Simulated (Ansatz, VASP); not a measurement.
**BN in VASP and in Ansatz**

```
CELL_PARAMETERS angstrom
1.25306 0.72345 3.55848
-1.25306 0.72345 3.55848
0.00000 -1.44691 3.55848
ATOMIC_POSITIONS crystal
B 0.99970 0.99970 0.99970
N 0.33274 0.33274 0.33274
```

Change from the starting cell: strain +0.000 along x and y, +0.080 along z, atoms carried along.

Alike in both runs: task single point; functional PBE; dispersion D3(BJ); k mesh 12 × 12 × 12; occupations gaussian, width 0.05 eV; no spin polarisation.

```csv
,VASP,Ansatz
version,VASP 6.6.1,Ansatz 0.2.0
potentials or method,"VASP PAW PBE potentials, release 64 (B, N)","scalar-relativistic, plane waves, PAW"
plane-wave cutoff (eV),520,420
valence electrons in the cell,8,8
```

|  | VASP | Ansatz | Ansatz less VASP |
| --- | --- | --- | --- |
| gap on the k mesh at the Fermi level (eV) | 4.37 | 4.38 | +0.007 |
| least direct gap on the mesh (eV) | 4.68 | 4.68 | +0.003 |
| pressure (GPa) | -0.3 | -0.3 | -0.05 |
| largest component of the traceless stress (GPa) | 1.30 | 1.09 | -0.211 |
| rms of the force components (eV/Å) | 0.015 | 0.015 | -0.0001 |

Atom by atom the forces differ by 0.000 eV/Å (rms over components).

A k mesh can miss the band edges.
